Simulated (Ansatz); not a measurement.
# V2CO2 MXene monolayer in a perpendicular field

Wanted: the out-of-plane response of the V2CO2 MXene monolayer. A positive field points along +c.

Calculated with Ansatz 0.2.0; plane-wave DFT, PBE-D3(BJ), Ansatz PAW (set soft_1); PAW set soft_1.

### Step 1. The starting structure

The cell holds 5 atoms: 2 O, 2 V and 1 C. Cell: a = 3.012 Å, b = 3.012 Å, c = 39.998 Å, α = 90.0°, β = 90.0°, γ = 120.0°. Vacuum lies along c.

### Step 2. Relaxing the slab

The starting cell is a guess, so the in-plane lattice and the atoms are relaxed first, with the slab cut off from its images along the normal.

File input.yaml:

```yaml
crystal:
  lattice:
    - [3.012152, 0.0, 0.0]
    - [-1.506076, 2.6086001521, 0.0]
    - [0.0, 0.0, 39.9983650771]
  atoms:
    - { symbol: O, position: [0.3333333333, 0.6666666667, 0.4437681382] }
    - { symbol: V, position: [0.6666666667, 0.3333333333, 0.4702859123], spin: 2.0 }
    - { symbol: C, position: [0.0, 0.0, 0.5] }
    - { symbol: V, position: [0.3333333333, 0.6666666667, 0.5297140877], spin: 2.0 }
    - { symbol: O, position: [0.6666666667, 0.3333333333, 0.5562318618] }
  periodic: [true, true, false]
magnetization:
  spin_polarized: true
kpoints:
  mp_grid: { grid: [12, 12, 1] }
hamiltonian:
  xc: pbe
  dispersion: d3bj
  pseudopotentials: { kind: paw, azcp: { folder: soft_1 } }
scf:
  occupations: { method: fermi_dirac, width: 0.05 }
  convergence: { dr2_threshold: 1.0e-09 }
relax:
  f_tol: 0.004
  max_steps: 90
  cell: {}
output:
  write_potential: true
  write_density: true
  volumetric_format: npy
```

On the command line:

```bash
$ ansatz run input.yaml --threads 2 --pin off --max-ram 3072MiB --backend cpu --events-out ev --progress --plain --runs-dir out
```

Numbers of over 12 decimals in the logs are rounded to 6 here.

Log:

```text
Warning: relax.cell: scf.convergence.dr2_threshold = 1e-9 eV is looser than the 2.37865765782e-10 eV advised for a relaxation that steers and ends on the stress (1e-10 eV for each atom of the cell: 5, times the square of relax.cell.stress_2d_tol = 0.05 N/m over 14.5 Å (the atoms' height at the walk's start and 5 Å past either face), 3.449e-2 GPa, over a crystal's default 0.05). What an SCF threshold leaves in a stress goes as its square root, and in the free energy as the threshold itself, and one threshold admits the most on a small cell: [figures from the program's tests cut] Set scf.convergence.dr2_threshold to 2.37865765782e-10 eV or tighter. [rest of the remark cut]
Engine: ansatz 0.2.0, x86_64-unknown-linux-gnu
Pseudopotentials: kind: paw
Pseudopotential: O, paw, valence charge 6, recommended cutoff 420 eV (normal), soft_1/O.paw.azcp
Pseudopotential: V, paw, valence charge 13, recommended cutoff 420 eV (normal), soft_1/V.paw.azcp
Pseudopotential: C, paw, valence charge 4, recommended cutoff 420 eV (normal), soft_1/C.paw.azcp
Functional definition: PBE
  parameter kappa = 0.804
  parameter beta = 0.066725
  exchange = pbe_x(kappa = kappa, mu = beta*pi^2/3)
  correlation = pbe_c(beta = beta)
Crystal: 5 atoms, lattice volume = 314.287 Å³
Basis set: ecut = 420 eV, 5953 PW (Γ), exchange–correlation on 48×48×540 points (8 copies of the dense FFT grid, shifted against one another)
Bands: 28, of which v1, the nominal top of the filled ones, is band 21 counted from 1 (20 counted from 0)
Symmetry: 12 space group operations
Space group: P-3m1 (ITA 164), of the structure as read, at distance tolerance 6.8e-5 Å
Magnetic group: BNS 164.85 (UNI 1315), of the structure as read, at distance tolerance 6.8e-5 Å
k-points: 19 of 144
Non-local potential: O, projectors of the file, l = 0: 2, l = 1: 2, l = 2: 1
Non-local potential: V, projectors of the file, l = 0: 3, l = 1: 2, l = 2: 3, l = 3: 1
Non-local potential: C, projectors of the file, l = 0: 2, l = 1: 2, l = 2: 1
PAW form: soft (Blöchl's): semilocal exchange-correlation on the pseudo side does not see the compensation charge
PAW one-centre angular grid: O, 110 points (default); XC on 64 Gauss nodes
PAW one-centre angular grid: V, 590 points (default); XC on 64 Gauss nodes
PAW one-centre angular grid: C, 110 points (default); XC on 64 Gauss nodes
Initial density: superposition of atomic densities (neutral atoms: chi_scale 0, normalization atom)
Starting moments: Σ|m| = 4 μB on 2 of 5 sites
Initial wavefunctions: pseudopotential atomic-orbital guess
Functional: x = pbe(κ = 0.804, μ = 0.219515), c = pbe(β = 0.066725)
SCF iter   1: F=—  HF=-7219.136364 eV  |F-HF|=—  |Δ(HF+E_count)|=         —  Δρ=5.68e-2 (↑5.68e-2 ↓3.60e-2)  dr2=2.66e1  dr2_m=1.40e0  M=1.865 μB ∫|m|=2.254 μB  β_m=0.30  ethr=3.10e-3  ⟨swp⟩=14.8  Hψ=7787  notcnv=0
Mixer restart at iter 1: flushing history
preconditioner: auto → LDOS  [metal: Δε(μ)=0.010 eV  Ē_g=9.826 eV  σ=0.050 eV  W_gap=0.05  n_scr=24 (ndim 8)  ℏωp=10.7 eV  f_vac=0.803  D(μ)=2.62/eV (n_scr^D=14)]
spin=Collinear: LDOS preconditioning applied to the charge; magnetization (m = ρ↑ − ρ↓) channel mixes plain (no charge-response kernel on spin).
SCF iter   2: F=—  HF=-7214.513053 eV  |F-HF|=—  |Δ(HF+E_count)|=    4.62e0  Δρ=2.96e-2 (↑2.96e-2 ↓1.79e-2)  dr2=6.40e0  dr2_m=5.57e-1  M=1.836 μB ∫|m|=2.328 μB  β_m=0.45  ethr=3.10e-3  ⟨swp⟩=4.8  Hψ=3251  notcnv=0  defer=25
SCF iter   3: F=—  HF=-7213.175659 eV  |F-HF|=—  |Δ(HF+E_count)|=    1.34e0  Δρ=7.86e-3 (↑6.71e-3 ↓7.86e-3)  dr2=8.82e-2  dr2_m=9.89e-2  M=1.618 μB ∫|m|=2.183 μB  β_m=0.71  ethr=3.10e-3  ⟨swp⟩=4.4  Hψ=3080  notcnv=0  defer=25
SCF iter   4: F=—  HF=-7213.957850 eV  |F-HF|=—  |Δ(HF+E_count)|=         —  Δρ=2.07e-2 (↑2.07e-2 ↓1.57e-2)  dr2=1.00e-1  dr2_m=9.46e-1  M=0.135 μB ∫|m|=0.481 μB  β_m=1.00  ethr=2.10e-4  ⟨swp⟩=3.8  Hψ=3011  notcnv=0  defer=20  κ⁻¹=1.5e-3(r=2)
SCF iter   5: F=—  HF=-7213.655983 eV  |F-HF|=—  |Δ(HF+E_count)|=   3.02e-1  Δρ=4.02e-3 (↑4.02e-3 ↓1.95e-3)  dr2=6.77e-2  dr2_m=1.38e-2  M=0.057 μB ∫|m|=0.195 μB  β_m=0.71  ethr=1.19e-4  ⟨swp⟩=3.7  Hψ=2773  notcnv=0  defer=16
SCF iter   6: F=—  HF=-7213.669449 eV  |F-HF|=—  |Δ(HF+E_count)|=   1.35e-2  Δρ=1.58e-3 (↑1.58e-3 ↓1.19e-3)  dr2=4.02e-3  dr2_m=5.23e-3  M=0.032 μB ∫|m|=0.116 μB  β_m=0.85  ethr=1.19e-4  ⟨swp⟩=4.1  Hψ=2665  notcnv=0  defer=1
SCF iter   7: F=—  HF=-7213.672060 eV  |F-HF|=—  |Δ(HF+E_count)|=   2.61e-3  Δρ=6.20e-4 (↑6.20e-4 ↓5.87e-4)  dr2=1.85e-3  dr2_m=8.19e-4  M=0.013 μB ∫|m|=0.046 μB  β_m=0.93  ethr=9.58e-6  ⟨swp⟩=3.5  Hψ=2491  notcnv=0
SCF iter   8: F=—  HF=-7213.672020 eV  |F-HF|=—  |Δ(HF+E_count)|=   4.02e-5  Δρ=3.39e-4 (↑3.23e-4 ↓3.39e-4)  dr2=1.87e-3  dr2_m=1.75e-5  M=0.002 μB ∫|m|=0.008 μB  β_m=0.79  ethr=4.40e-6  ⟨swp⟩=3.4  Hψ=2450  notcnv=0
SCF iter   9: F=—  HF=-7213.672088 eV  |F-HF|=—  |Δ(HF+E_count)|=   6.82e-5  Δρ=5.53e-5 (↑5.53e-5 ↓3.56e-5)  dr2=1.18e-5  dr2_m=2.96e-6  M=0.000 μB ∫|m|=0.003 μB  β_m=0.76  ethr=4.40e-6  ⟨swp⟩=2.6  Hψ=1643  notcnv=0
SCF iter  10: F=—  HF=-7213.672071 eV  |F-HF|=—  |Δ(HF+E_count)|=   1.72e-5  Δρ=3.46e-5 (↑2.16e-5 ↓3.46e-5)  dr2=3.77e-6  dr2_m=1.43e-6  M=0.001 μB ∫|m|=0.002 μB  β_m=0.81  ethr=2.80e-8  ⟨swp⟩=3.8  Hψ=2721  notcnv=0
SCF iter  11: F=—  HF=-7213.672071 eV  |F-HF|=—  |Δ(HF+E_count)|=   7.59e-8  Δρ=1.01e-5 (↑1.01e-5 ↓9.42e-6)  dr2=1.56e-6  dr2_m=1.13e-7  M=-0.000 μB ∫|m|=0.000 μB  β_m=0.72  ethr=8.98e-9  ⟨swp⟩=3.5  Hψ=2362  notcnv=0
SCF iter  12: F=—  HF=-7213.672071 eV  |F-HF|=—  |Δ(HF+E_count)|=   1.11e-7  Δρ=3.21e-6 (↑3.21e-6 ↓2.90e-6)  dr2=1.10e-7  dr2_m=9.60e-9  M=0.000 μB ∫|m|=0.000 μB  β_m=0.74  ethr=3.71e-9  ⟨swp⟩=2.5  Hψ=1527  notcnv=0
SCF iter  13: F=—  HF=-7213.672071 eV  |F-HF|=—  |Δ(HF+E_count)|=   4.67e-8  Δρ=7.73e-7 (↑7.73e-7 ↓6.11e-7)  dr2=3.57e-9  dr2_m=8.12e-10  M=0.000 μB ∫|m|=0.000 μB  β_m=0.77  ethr=2.61e-10  ⟨swp⟩=3.4  Hψ=2216  notcnv=0
SCF iter  14: F=—  HF=-7213.672071 eV  |F-HF|=—  |Δ(HF+E_count)|=   1.73e-8  Δρ=1.44e-7 (↑1.02e-7 ↓1.44e-7)  dr2=3.17e-11  dr2_m=3.26e-11  M=0.000 μB ∫|m|=0.000 μB  β_m=0.79  ethr=8.49e-12  ⟨swp⟩=3.4  Hψ=2347  notcnv=0
SCF iter  15: F=-7213.672071 eV  HF=-7213.672071 eV  |F-HF|=1.16e-10  |Δ(HF+E_count)|=  2.09e-10  Δρ=5.56e-8 (↑5.56e-8 ↓2.76e-8)  dr2=8.60e-12  dr2_m=3.06e-12  M=-0.000 μB ∫|m|=0.000 μB  ethr=1.00e-12  ⟨swp⟩=8.1  Hψ=7361  notcnv=0
[...]
relax step   7: F+E_penalty+E_count = -7214.17171281 eV  Δ(F+E_penalty+E_count) = -2.538e-4 eV  max|allowed force component| = 8.515e-3 eV/Å  Δτ_max = 0.0012 Å  P = -0.025 N/m  Ω = 286.668 Å³  energy of the carried Pulay correction = +1.935e-4 eV  fix = [c, alpha, beta]  reactions: c -0.000 N/m  (8 SCF iters, accepted)
[...]
relax step   8: F+E_penalty+E_count = -7214.17173790 eV  Δ(F+E_penalty+E_count) = -2.509e-5 eV  max|allowed force component| = 4.695e-5 eV/Å  Δτ_max = 0.0004 Å  P = -0.000 N/m  Ω = 286.633 Å³  energy of the carried Pulay correction = +2.153e-4 eV  fix = [c, alpha, beta]  reactions: c -0.000 N/m  (7 SCF iters, accepted)
iter 1 solved again at ethr=5.99e-8 eV; its pass at ethr=3.10e-3 eV (dr2=2.52e-5 eV) is discarded
SCF iter   1: F=—  HF=-7214.171468 eV  |F-HF|=—  |Δ(HF+E_count)|=         —  Δρ=2.09e-6 (↑2.09e-6 ↓2.05e-6)  dr2=2.16e-8  dr2_m=8.26e-12  M=0.000 μB ∫|m|=0.000 μB  β_m=0.65  ethr=5.99e-8  ⟨swp⟩=6.9  Hψ=13360  notcnv=0
preconditioner: auto → Resta (q_TF=auto, 1.981 Å⁻¹)  ε∞=2.7  [insulator: Δε(μ)=0.128 eV  Ē_g=8.577 eV  σ=0.050 eV  W_gap=0.50  n_scr=24 (ndim 8)  ℏωp=11.2 eV  f_vac=0.817  D(μ)=1.77/eV (n_scr^D=12)  ε∞_Penn≈2.7  vacuum switching on, ρ_ref=5.3e-3 e/Å³]
spin=Collinear: Resta preconditioning applied to the charge; magnetization (m = ρ↑ − ρ↓) channel mixes plain (no charge-response kernel on spin).
SCF iter   2: F=—  HF=-7214.171502 eV  |F-HF|=—  |Δ(HF+E_count)|=   3.38e-5  Δρ=1.13e-6 (↑1.09e-6 ↓1.13e-6)  dr2=7.73e-9  dr2_m=3.10e-12  M=0.000 μB ∫|m|=0.000 μB  β_m=0.44  ethr=5.14e-11  ⟨swp⟩=4.9  Hψ=3492  notcnv=0
SCF iter   3: F=—  HF=-7214.171502 eV  |F-HF|=—  |Δ(HF+E_count)|=   7.30e-9  Δρ=5.98e-7 (↑5.87e-7 ↓5.98e-7)  dr2=8.42e-10  dr2_m=2.01e-12  M=0.000 μB ∫|m|=0.000 μB  β_m=0.58  ethr=1.84e-11  ⟨swp⟩=3.2  Hψ=2013  notcnv=0
SCF iter   4: F=—  HF=-7214.171502 eV  |F-HF|=—  |Δ(HF+E_count)|=   5.56e-9  Δρ=2.96e-7 (↑2.82e-7 ↓2.96e-7)  dr2=1.60e-9  dr2_m=7.30e-13  M=0.000 μB ∫|m|=0.000 μB  β_m=0.50  ethr=2.01e-12  ⟨swp⟩=3.2  Hψ=2351  notcnv=0
SCF iter   5: F=—  HF=-7214.171502 eV  |F-HF|=—  |Δ(HF+E_count)|=  6.48e-10  Δρ=1.34e-7 (↑1.19e-7 ↓1.34e-7)  dr2=1.56e-10  dr2_m=4.63e-13  M=0.000 μB ∫|m|=0.000 μB  β_m=0.61  ethr=2.01e-12  ⟨swp⟩=2.5  Hψ=1665  notcnv=0
SCF iter   6: F=—  HF=-7214.171502 eV  |F-HF|=—  |Δ(HF+E_count)|=  9.14e-10  Δρ=7.71e-8 (↑6.73e-8 ↓7.71e-8)  dr2=9.40e-11  dr2_m=1.18e-13  M=0.000 μB ∫|m|=0.000 μB  β_m=0.81  ethr=1.00e-12  ⟨swp⟩=3.6  Hψ=2253  notcnv=0
SCF iter   7: F=-7214.171502 eV  HF=-7214.171502 eV  |F-HF|=5.82e-11  |Δ(HF+E_count)|=  3.75e-10  Δρ=2.41e-8 (↑2.41e-8 ↓2.40e-8)  dr2=6.59e-12  dr2_m=2.37e-16  M=0.000 μB ∫|m|=0.000 μB  ethr=1.00e-12  ⟨swp⟩=11.0  Hψ=8151  notcnv=0
the starting moments were not kept: the SCF closed with an absolute magnetisation of 3.6e-8 μB, where they sum to 4 μB in size (2 sites). That is at most 0.1 of that sum. Measured as dr2_m measures the in/out step, that magnetisation stands 2.8e-16 eV from none, at or under the dr2_threshold of 1.0e-9 eV: it is no larger than a step whose dr2_m would equal this threshold.
SCF 9 converged in 7 iterations: F = -7214.171502 eV  dr2 = 6.59e-12
relax step   9: F+E_penalty+E_count = -7214.17150162 eV  Δ(F+E_penalty+E_count) = +2.363e-4 eV  max|allowed force component| = 6.755e-5 eV/Å  Δτ_max = 0.0000 Å  P = -0.004 N/m  Ω = 286.633 Å³  fix = [c, alpha, beta]  reactions: c -0.000 N/m  stress off target by 4.21e-3 N/m on what of the cell is left free  SCF on the basis re-selected at this cell (its energy is not comparable with the rows above)  (7 SCF iters)
basis re-selected at this cell: Δ(F+E_penalty+E_count) = +2.363e-4 eV, ΔP = -0.004 N/m vs the last step (what re-selecting the basis moved, of the pressure what is left beyond the Pulay correction that the steps carried, after the strain that the cell walked since its last selection, with what the two solves' SCF thresholds leave and, on support functions, any second-order correction that the steps lacked; it is no m [...]
WARN: The output density's exchange-correlation potential varies sharply where the density is thin. Do not read a vacuum level from v_tot or v_xc, or from such a field of the output density. On a cell that repeats whose density bears no net charge and no dipole along the vacuum's axis use v_es (v_loc + v_h of the components); under efield.dipole_correction with no amplitude use v_es + v_field, which holds any externa [...]
SCF converged after 7 iterations
Magnetization: 0.0000 μB (21.0000 up, 21.0000 down)
Absolute magnetization: 0.0000 μB (∫|ρ↑−ρ↓|, with the PAW one-centre terms)
Spin contamination: 0.0000 ħ² per cell (⟨S²⟩ above its minimum at these occupations)
Per-site moments (μB) at R_I (Å): [(-1.93567860253641e-9, 0.804747), (8.624797325896556e-9, 0.804747), (-7.37456039469138e-9, 0.841548), (8.624797268662876e-9, 0.804747), (-1.9356786226371003e-9, 0.804747)]
Free energy (F): -7214.171502 eV
Harris-Foulkes:  -7214.171502 eV  (|F-HF|=5.82e-11)
Internal energy: -7214.157255 eV  (E = F + TS)
E sigma→0 (E₀):  -7214.164379 eV
Entropy (-TS):   -0.014246 eV (-2.849 meV/atom)
Fermi energy:    -6.597312 eV
--- Per-component energies (eV) ---
  E_band       = -1189.067342
  E_kinetic    = 1015.401227
  E_local      = -185333.492357  (includes V_loc(G=0)·N_el)
  E_nonlocal   = 284.512286
  E_hartree    = 91945.771838
  E_xc         = -422.243605
  E_vxc        = -534.411731  (∫ρ·V_xc dr)
  E_paw        = -2672.059755  (= ΣΔE_a)
  E_vpaw       = -512.624299  (= ΣTr[D̂ρ^β])
  E_aug_tail   = 0.003670  (compensation charges beyond the density's cutoff)
  E_ewald      = 87969.148277
  E_disp       = -1.198835  (pairwise vdW)
  E_smearing   = -0.014246  (= −TS)
  E_closure    = 0.000000  (closes the sum)
  Σ components = -7214.171502   (vs F -7214.171502, Δ=0.00e0)
--- Forces (eV/Å), atoms counted from 1 ---
  atom   1  O      0.00000000     0.00000000    -0.00006755
  atom   2  V     -0.00000000    -0.00000000     0.00000295
  atom   3  C     -0.00000000     0.00000000     0.00000000
  atom   4  V      0.00000000     0.00000000    -0.00000295
  atom   5  O      0.00000000    -0.00000000     0.00006755
  max |Σ_I F_I| component: 7.86e-17 eV/Å
--- 2D stress c σ (N/m, compression-positive) ---
       -0.004206       0.000000       0.000000
        0.000000      -0.004206       0.000000
        0.000000       0.000000      -0.000000
  P = ½ c Tr σ = -0.0042 N/m
--- Band table (eV; the first three rows and the last of 38) ---
  k-point 0 ↑: bands = [... 17 lower, -8.1735, -7.4593, -7.4593, -7.3270, -7.3270, -6.2814, -6.2429, -6.2429, ... 3 higher]
  k-point 1 ↑: bands = [... 17 lower, -8.4001, -8.1437, -8.0423, -7.0186, -6.7308, -6.2372, -6.1419, -5.9844, ... 3 higher]
  k-point 2 ↑: bands = [... 17 lower, -9.6517, -8.7629, -8.1522, -7.1415, -6.5025, -5.9961, -5.6691, -5.5784, ... 3 higher]
  k-point 18 ↓: bands = [... 17 lower, -10.7695, -10.1380, -10.1380, -6.3499, -6.0899, -6.0899, -5.0038, -5.0038, ... 3 higher]
  the weakly bound empty levels are not read free of the cell's end (no_gap_told)
--- Relaxed structure (7 steps of the walk, 7 accepted, 2 SCFs on fresh bases) ---
  F+E_penalty+E_count = -7214.17150162 eV   max|allowed force component| = 6.755e-5 eV/Å   (the final SCF, on the basis selected at the relaxed cell)
  cell:  # Å, volume = 286.6334 Å³
    - [2.876583, 0.0, 0]
    - [-1.438292, 2.491194, 0]
    - [0, 0, 39.9983650771]
  atoms:
    - { symbol: O, position: [0.333333, 0.666667, 0.444787] }
    - { symbol: V, position: [0.666667, 0.333333, 0.470378] }
    - { symbol: C, position: [0, 0, 0.500000] }
    - { symbol: V, position: [0.333333, 0.666667, 0.529622] }
    - { symbol: O, position: [0.666667, 0.333333, 0.555213] }
```

Elapsed: 71 s, on 2 threads of Intel Xeon Platinum 8559C (Emerald Rapids), shared host; peak memory 0.79 GiB; 2.3 min of CPU time.

Relaxation path:

```tsv
step	energy less that of the first step (eV)	largest force component (eV/Å)	volume (Å³)
1	0.0000	1.4017	314.29
2	-0.4451	0.7400	293.39
3	-0.4988	0.3257	286.36
4	-0.5098	0.0289	286.57
5	-0.5098	0.0032	286.98
6*	-0.4994	0.0045	286.98
7	-0.4996	0.0085	286.67
8	-0.4997	0.0000	286.63
9*	-0.4994	0.0001	286.63
```

Relaxation steps marked * repeat the geometry before them on a plane-wave basis chosen anew for their cell, so energy and pressure can jump there.

Forces are held to the 12 operations that the run works with; a distortion that breaks them can't arise in this run.

```tsv
cell as run	before	after	change
a (Å)	3.012	2.877	-4.5 %
b (Å)	3.012	2.877	-4.5 %
```

The atoms that moved most (Å, along periodic axes as changes of fractional coordinates times the final cell, across vacuum about the mean position):

```tsv
atom	dx	dy	dz	length
O1	0.000	0.000	0.041	0.041
O5	0.000	0.000	-0.041	0.041
```

Final coordinates:

```xyz
5
Lattice="2.8766 0.0000 0.0000 -1.4383 2.4912 0.0000 0.0000 0.0000 39.9984" Properties=species:S:1:pos:R:3
O     0.0000    1.6608   17.7907
V     1.4383    0.8304   18.8143
C     0.0000    0.0000   19.9992
V     0.0000    1.6608   21.1840
O     1.4383    0.8304   22.2076
```

Numbers from this step:

| Property | Result |
| --- | --- |
| energy at zero smearing | -7214.1644 eV |

The lattice constant a goes from 3.012 to 2.877 Å.

(Continued in part 2 of 2.)

[Logs are printed without paths, hosts, clocks, repeated set-up lines and the standing remarks that a program may print on its own settings, such as how far it seeks lower states.]

[Hosts, paths, dates, database ids (printed as entryN), source tags and the programs' standing remarks are cut or masked in the printed files.]

[Maps of the electrostatic potential energy from Ansatz leave out the sawtooth potential of an applied field or a dipole correction, so their vacuum need not be flat; planar profiles and work functions include it.]
